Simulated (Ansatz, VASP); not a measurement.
Given: the input of a run of Ansatz 0.2.0 on CsSnI3.

input.yaml

```yaml
crystal:
  lattice:
    - [6.2057, 0.0, 0.0]
    - [0.0, 6.2057, 0.0]
    - [0.0, 0.0, 6.2057]
  atoms:
    - { symbol: Cs, position: [0.0, 0.0, 0.0] }
    - { symbol: I, position: [0.5, 0.5, 0.0] }
    - { symbol: I, position: [0.5, 0.0, 0.5] }
    - { symbol: I, position: [0.0, 0.5, 0.5] }
    - { symbol: Sn, position: [0.5, 0.5, 0.5] }
hamiltonian:
  xc: pbe
  pseudopotentials: { kind: paw }
kpoints:
  mp_grid: { grid: [4, 4, 4] }
scf:
  occupations: { method: fermi_dirac, width: 0.05 }
output:
  forces: true
  stress: true
  eigenvalues: true
relax:
  f_tol: 0.01
  max_steps: 40
  cell: { stress_tol: 0.05 }
```

Potentials or basis: Ansatz PAW.

Run with:

```sh
$ ansatz run input.yaml --threads 2 --pin off --max-ram 5632MiB --backend cpu --events-out ev --progress --plain --runs-dir out
```

Question: Translate it to VASP 6.6.1. Potentials there: VASP PAW PBE potentials, release 64 (Cs_sv, I, Sn).

Answer: As run (the cutoff follows the program's own potentials):

INCAR

```
PREC = Accurate
ENCUT = 600
EDIFF = 1E-7
ISMEAR = -1
SIGMA = 0.05
LREAL = F
LASPH = T
NELM = 100
ALGO = Normal
ISIF = 3
LWAVE = F
LCHARG = F
GGA = PE
IBRION = 2
NSW = 40
EDIFFG = -0.01
```

The input KPOINTS:

```
regular mesh
0
Gamma
  4 4 4
```

POSCAR

```
CsSnI3
1.0
    6.2057000000      0.0000000000      0.0000000000
    0.0000000000      6.2057000000      0.0000000000
    0.0000000000      0.0000000000      6.2057000000
Cs I Sn
1 3 1
Direct
    0.0000000000      0.0000000000      0.0000000000
    0.5000000000      0.5000000000      0.0000000000
    0.5000000000      0.0000000000      0.5000000000
    0.0000000000      0.5000000000      0.5000000000
    0.5000000000      0.5000000000      0.5000000000
```

Potentials or basis: VASP PAW PBE potentials, release 64 (Cs_sv, I, Sn).

The run is started by

```bash
$ cat potpaw_PBE.64/Cs_sv/POTCAR potpaw_PBE.64/I/POTCAR potpaw_PBE.64/Sn/POTCAR > POTCAR
$ mpirun -np 1 vasp_std > vasp.out
```

Both were run:

|  | VASP | Ansatz | Ansatz less VASP |
| --- | --- | --- | --- |
| gap on the k mesh at the Fermi level, each at its own relaxed structure (eV) | 0.50 | 0.50 | +0.004 |
| relaxed volume (Å³/atom) | 49.97 | 50.01 | +0.039 |
| relaxed cell length with the largest relative difference (Å) | 6.298 | 6.300 | +0.0016 |
| energy change over the relaxation (meV/atom) | -5 | -6 | -0.6 |

The two sets of potentials don't hold the same shells in valence.

Caveats: spin-orbit coupling is left out, which moves the levels of the heavy elements; the plane-wave basis is chosen anew once the cell has moved, so the energies of steps on either side of that aren't comparable (Ansatz). A k mesh can miss the band edges. Zero-point motion and thermal expansion aren't in these numbers.
